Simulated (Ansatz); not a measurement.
# TiNi (P4/mmm) in Ansatz: equation of state

How stiff is TiNi in PBEsol, and what volume does it want? The cell is scaled to several volumes.

Everything below comes from runs of Ansatz 0.2.0. Logs are shortened: lines on timing, memory, paths and dates and some standing lists are left out, and cuts for length are marked.

### Step 1. The crystal as given

The structure is tetragonal, space group P4/mmm (No. 123). Conventional cell: a = 2.736 Å, b = 2.736 Å, c = 3.581 Å, α = 90.00°, β = 90.00°, γ = 90.00°. Around Ni (site symmetry 4/mmm) lie 8 Ti at 2.64 Å and 4 Ni at 2.74 Å. Around Ti (site symmetry 4/mmm) lie 8 Ni at 2.64 Å and 4 Ti at 2.74 Å.

The cell comes from a database or a generator and needn't be the stable form of this composition.

### Step 2. Equation of state, PBEsol, collinear spin, ferromagnetic start

Potentials or basis: all-electron LAPW, scalar-relativistic.

This step only gathers the single runs of the series.

Results:

```yaml
Equilibrium_volume: 12.89 Å³/atom
Bulk_modulus_at_fixed_shape_and_positions: 173 GPa
Pressure_derivative_of_the_bulk_modulus: 4.3
```

Energy against volume, from the lowest point:
| volume (Å³/atom) | energy (meV/atom) |
| --- | --- |
| 12.599 | 3.60 |
| 12.867 | 0.00 |
| 13.135 | 2.49 |
| 13.403 | 10.44 |
| 13.671 | 23.29 |
| 13.939 | 40.53 |
| 14.207 | 61.71 |

Caveat: the cell was scaled at fixed shape and fractional positions, which overstates the stiffness of a crystal with free parameters, most of all of layers and chains; the starting moments weren't kept.
